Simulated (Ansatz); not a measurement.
Runs of Ansatz 0.2.0 on HfB2. The structure is hexagonal, space group P6/mmm (No. 191). The conventional cell has a = 3.140 Å, b = 3.140 Å, c = 3.480 Å, α = 90.00°, β = 90.00°, γ = 120.00°. Around Hf (site symmetry 6/mmm) lie 12 B at 2.51 Å. B (site symmetry -6m2) has 3 B at 1.81 Å as nearest neighbours. 

| level | U | hubbard projectors | double counting | gap on the mesh (eV) | pressure (GPa) |
| --- | --- | --- | --- | --- | --- |
| LDA+U | Hf d U = 8 eV | ortho-atomic (the default) | fll (the default) | none | -1.4 |
| LDA+U | Hf d U = 3 eV | ortho-atomic (the default) | fll (the default) | none | (a) |
| LDA | - | - | - | none | (b) |
| LDA+U | Hf d U = 6 eV | ortho-atomic (the default) | fll (the default) | none | -3.9 |
| LDA+U | Hf d U = 2 eV | ortho-atomic (the default) | fll (the default) | none | -8.3 |

Alike in all rows: task single point; potentials or basis Ansatz PAW; no spin polarisation; cell as given; k mesh 10 × 10 × 8; cutoff (eV) 420; smearing fermi-dirac 0.05 eV.

**Question.** Estimate the missing entries.

**Answer.** (a) -7.3; (b) -10.1.

Caveats: the PAW data sets come from PBE, with cores solved anew for the run's functional, which leaves a small shift of forces and pressure; U without spin polarisation on a metal has little footing (some runs); the U is typed as a test and isn't derived for this compound (some runs).

A k mesh can miss the band edges, and the runs leave out spin-orbit coupling on Hf.

A gap of «none» marks a metal or a gap under the smearing width.
